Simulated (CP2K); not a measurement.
Runs of CP2K 2026.2 on TaS2. Symmetry: P-3m1, No. 164, trigonal system. The conventional cell has a = 3.350 Å, b = 3.350 Å, c = 5.860 Å, α = 90.00°, β = 90.00°, γ = 120.00°. Ta (site symmetry -3m) is surrounded by 6 S at 2.43 Å. S (site symmetry 3m) is surrounded by 3 Ta at 2.43 Å. 

```csv
level,U,PLUS_U_METHOD,gap on the mesh (eV),largest force (eV/Å)
PBE+U,Ta d U = 2.0 eV,MULLIKEN,none,1.00
PBE+U,Ta d U = 6.0 eV,MULLIKEN,none,0.91
PBE,-,-,none,(a)
PBE+U,Ta d U = 4.0 eV,MULLIKEN,none,0.95
PBE+U,Ta d U = 8.0 eV,MULLIKEN,none,(b)
```

Alike in all rows: task single point; potentials or basis GTH_POTENTIALS Ta GTH-PBE-q13, S GTH-PBE-q6; DZVP-MOLOPT-SR-GTH basis; no spin polarisation; cell as given; k mesh 7 × 7 × 4; smearing fermi-dirac 0.05 eV.

Problem. Estimate the missing entries.

Solution. (a) 1.04; (b) 0.88.

Caveats: the basis of atomic orbitals isn't converged, which shifts pressures, moduli and gaps; this program's U acts on Mulliken populations of all basis functions of the shell, so it isn't the U of plane-wave codes (some runs); energies scatter by some meV and the pressure isn't listed (some runs); U without spin polarisation on a metal has little footing (some runs); forces of over 1 eV/Å show positions far from the minimum, so gaps and moduli don't describe the material at rest (some runs).

A k mesh can miss the band edges, and the runs leave out spin-orbit coupling on Ta.

A gap of «none» marks a metal or a gap under the smearing width.
